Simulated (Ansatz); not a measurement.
# A film clamped to a substrate in Al3Cu

All numbers below come from DFT r2SCAN, scalar-relativistic, plane waves, PAW in Ansatz 0.2.0. The runs took a 500 eV cutoff, a Γ-centred 18×18×6 mesh and Gaussian smearing (0.15 eV). No spin polarisation. Energies are free energies at this smearing, counted from the undisturbed cell; pressure is positive in compression.

Reference structure (relaxed at this level; it needn't be the usual structure):

```
Al Cu
1.0
     2.77378    0.00000    0.00000
     0.00000    2.77378    0.00000
     0.00000    0.00000    7.59186
Al Cu
3 1
Cartesian
  0.0000 0.0000 3.7959
  1.3869 1.3869 1.6903
  1.3869 1.3869 5.9016
  0.0000 0.0000 0.0000
```

The cell (4 atoms, V0 = 58.41 Å³) is strained by p along both x and y and by q along z, fractional coordinates fixed. τp = (1/V0) ∂E/∂p = (σxx + σyy)(1 + p)(1 + q) and τq = (1/V0) ∂E/∂q = σzz(1 + p)², with tension positive.

| p | q | ΔE (meV/atom) | τp (GPa) | τq (GPa) |
| --- | --- | --- | --- | --- |
| 0.000 | 0.000 | 0.00 | -0.01 | 0.05 |
| -0.030 | 0.000 | 25.81 | -19.73 | -3.01 |
| 0.030 | 0.000 | 20.49 | 14.27 | 3.49 |
| 0.000 | -0.030 | 8.31 | -4.11 | -6.20 |
| 0.000 | 0.030 | 8.79 | 2.41 | 6.30 |

Task: Get the second derivatives of the energy density.

Result: Central differences give A = ∂τp/∂p = 567 GPa (C11 + C22 + 2 C12), C = ∂τq/∂q = 208 GPa (C33) and the cross term B = ∂τq/∂p = 108 GPa (C13 + C23); ∂τp/∂q = 109 GPa must equal B, and any difference shows higher-order terms. Steps this large leave an error of some per cent of A or C in all of these, which can swamp a small B. The ions are clamped.

Task: A film of this crystal grows with z along the normal on a substrate that imposes p. How does its thickness respond, and what does the misfit cost?

Result: Count p and q from the stress-free cell. A free surface needs τq = 0, so q = −(B/C) p = -0.52 p. The energy density left is (A − B²/C) p²/2 = M p², with the biaxial modulus M = 255 GPa; a misfit of 1 % costs 2.33 meV/atom, against 2.58 meV/atom if the thickness were held.

At p = -0.030 the energies along q are 44.8 (q = -0.030), 32.5 (q = -0.015), 25.8 (q = 0.000), 24.1 (q = 0.015), 26.4 (q = 0.030) meV/atom.

Task: Does the linear rule hold at this misfit?

Result: A parabola through the lowest point and its neighbours has its minimum at q = 0.014, 24.0 meV/atom. With the stress left in the starting cell, τp0 and τq0, linear elasticity gives q = −(τq0 + Bp)/C = 0.015 and E = V0(τp0 p + τq0 q + Ap²/2 + Bpq + Cq²/2)/N = 21.0 meV/atom. The energies differ by more than a tenth, so the quadratic law fails here: the gap holds the anharmonic part, with some error from the wide steps. Cubic terms also shift the vertex of so wide a parabola.

Forces appear on the atoms along this scan, and letting them relax would lower the energy and soften the response. In a metal these slopes depend on the k mesh and the smearing.

Cost: 15 runs of about 14 core-minutes in all, on Intel Xeon Processor @ 2.50GHz (Skylake/Cascade Lake) (shared hosts).